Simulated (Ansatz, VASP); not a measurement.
## One calculation of NaCl, two programs

```xyz
2
Lattice="0.0000 2.7941 2.7941 2.7941 0.0000 2.7941 2.7941 2.7941 0.0000" Properties=species:S:1:pos:R:3 pbc="T T T"
Cl    2.7941    2.7941    2.7941
Na    0.0000    0.0000    0.0000
```

The cell is a database's computed one.

Alike in both runs: task single point; functional PBEsol; k mesh 8 × 8 × 8; occupations gaussian, width 0.02 eV; no spin polarisation.

|  | VASP | Ansatz |
| --- | --- | --- |
| version | VASP 6.6.1 | Ansatz 0.2.0 |
| potentials or method | VASP PAW PBE potentials, release 64 (Cl, Na_pv), cutoff 520 eV | all-electron LAPW, scalar-relativistic |

Ansatz gave:

* gap on the k mesh at the Fermi level (eV): 5.04
* least direct gap on the mesh (eV): 5.04
* pressure (GPa): 0.2

Task: Which values does VASP return?

Result: gap on the k mesh at the Fermi level (eV): 5.03; least direct gap on the mesh (eV): 5.03; pressure (GPa): 0.2.

Ansatz ran all-electron here, so the differences hold the error of VASP's frozen core and of both bases.

Caveats: the PAW data sets were made with another functional, which shifts forces and pressure a little (VASP). PBEsol gaps usually lie below the measured ones, often by a third to a half.
